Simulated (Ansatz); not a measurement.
A run of Ansatz 0.2.0 is set up as follows.

The input input.yaml:

```yaml
crystal:
  lattice:
    - [0.0, 2.625, 2.625]
    - [2.625, 0.0, 2.625]
    - [2.625, 2.625, 0.0]
  atoms:
    - { symbol: Zr, position: [0.0, 0.0, 0.0] }
    - { symbol: S, position: [0.5, 0.5, 0.5] }
hamiltonian:
  xc: lda
  pseudopotentials: { kind: paw }
kpoints:
  mp_grid: { grid: [9, 9, 9] }
scf:
  occupations: { method: fermi_dirac, width: 0.05 }
output:
  forces: true
  stress: true
  eigenvalues: true
relax:
  f_tol: 0.01
  max_steps: 40
  cell: { stress_tol: 0.05 }
```

Potentials or basis: Ansatz PAW.

Run with:

```console
$ ansatz run input.yaml --threads 2 --pin off --max-ram 5632MiB --backend cpu --events-out ev --progress --plain --runs-dir out
```

**Question.** What does it give for the band gap on the k mesh?

**Answer.** None (metal or under the smearing width).

**Question.** What does it give for the space group after relaxing (to 0.05 Å)?

**Answer.** Fm-3m (No. 225).

**Question.** What does it give for the relaxed volume?

**Answer.** 16.91 Å³/atom.

**Question.** Estimate the relaxed cell.

**Answer.** a = 3.630 Å, b = 3.630 Å, c = 3.630 Å, α = 60.00°, β = 60.00°, γ = 60.00°.

Final structure:
```xyz
2
Lattice="0.0000 2.5665 2.5665 2.5665 0.0000 2.5665 2.5665 2.5665 0.0000" Properties=species:S:1:pos:R:3 pbc="T T T"
Zr    0.0000    0.0000    0.0000
S     2.5665    2.5665    2.5665
```

Caveat: the PAW data sets come from PBE, with cores solved anew for the run's functional, which leaves a small shift of forces and pressure. LDA usually gives volumes a few per cent too small.
